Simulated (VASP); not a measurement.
Fe:

```
Fe
1.0
     0.00000    1.94174    1.96511
     1.49844    0.00000    1.96511
     1.49844    1.94174    0.00000
Fe
1
Direct
  0.00000 0.00000 0.00000
```

| Item | Value |
| --- | --- |
| Program | VASP 6.6.1 |
| Task | relaxation of cell and atoms |
| Functional | LDA |
| Potentials or basis | VASP PAW LDA potentials, release 64 (Fe) |
| Cutoff | 600 eV |
| k mesh | 12 × 12 × 12 |
| Occupations | fermi-dirac, width 0.05 eV |
| Spin | collinear spin, ferromagnetic start |
| Starting moments | [3.0] μB |

At the start: pressure -19.0 GPa; volume 11.44 Å³/atom.

Problem. Where does the relaxation end?

Solution. Over 10 steps the energy falls by 93.2 meV/atom and the volume is 10.36 Å³/atom (-9.4 %); space group Im-3m (No. 229, to 0.05 Å); moment 1.95 μB per cell.

The path:
```tsv
step	energy change (eV)	largest force (eV/Å)	pressure (GPa)	volume (Å³)
1	0.0000	0.0000	-19.00	11.44
2	0.0182	0.0000	34.42	9.33
3	-0.0783	0.0000	0.54	10.35
4	-0.0784	0.0000	1.02	10.33
5	-0.0885	0.0000	1.18	10.32
6	-0.0926	0.0000	1.50	10.30
7	-0.0927	0.0000	1.60	10.30
8	-0.0922	0.0000	-2.75	10.47
9	-0.0931	0.0000	-0.18	10.37
10	-0.0932	0.0000	0.01	10.36
```

Final structure:
```
Fe
1.0
     0.00000    1.94168    1.94168
     1.37370    0.00000    1.94168
     1.37370    1.94168    0.00000
Fe
1
Direct
  0.00000 0.00000 0.00000
```
